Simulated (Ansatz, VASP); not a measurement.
## One calculation of LiF, two programs

```
Li F
1.0
     0.00000    1.98379    2.01400
     1.98379    0.00000    2.01400
     1.98379    1.98379    0.00000
Li F
1 1
Direct
  0.00000 0.00000 0.00000
  0.50000 0.50000 0.50000
```

Change from the starting cell: strain -0.0150 x Voigt [1, 1, 0, 0, 0, 0], atoms carried along.

Alike in both runs: task single point; functional PBE; k mesh 10 × 10 × 10; occupations gaussian, width 0.05 eV; no spin polarisation.

|  | VASP | Ansatz |
| --- | --- | --- |
| version | VASP 6.6.1 | Ansatz 0.2.0 |
| potentials or method | VASP PAW PBE potentials, release 64 (Li_sv, F) | scalar-relativistic, plane waves, PAW |
| plane-wave cutoff (eV) | 520 | 420 |
| valence electrons in the cell | 10 | 10 |

|  | VASP | Ansatz | Ansatz less VASP |
| --- | --- | --- | --- |
| gap on the k mesh at the Fermi level (eV) | 9.34 | 9.34 | -0.004 |
| least direct gap on the mesh (eV) | 9.34 | 9.34 | -0.004 |

 A k mesh can miss the band edges.
